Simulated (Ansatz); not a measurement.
CdSe:

```
Cd Se
1.0
     0.00000    3.07027    3.07027
     3.07027    0.00000    3.07027
     3.07027    3.07027    0.00000
Cd Se
1 1
Direct
  0.00000 0.00000 0.00000
  0.25000 0.25000 0.25000
```

Measurements of this composition are mostly on another form, of space group No. 186.

Base run:

```yaml
Program: Ansatz 0.2.0
Functional: PBEsol
Potentials_or_basis: all-electron LAPW, relativistic spinors
Cutoff: 266 eV (chosen from the basis error)
Basis_error_allowed: 0.001 eV/atom
k_mesh: 6 × 6 × 6
Occupations: fermi-dirac, width 0.05 eV
Spin: spin-orbit coupling, no magnetisation
```

Its results: band gap on the k mesh 0.30 eV, direct; pressure -1.4 GPa.

The run is repeated on the same cell with these changes: functional from PBEsol to PBE. What comes out?

Band gap on the k mesh 0.43 eV, direct; pressure 1.3 GPa.

PBE binds less tightly than PBEsol, so the same cell stands under more pressure.
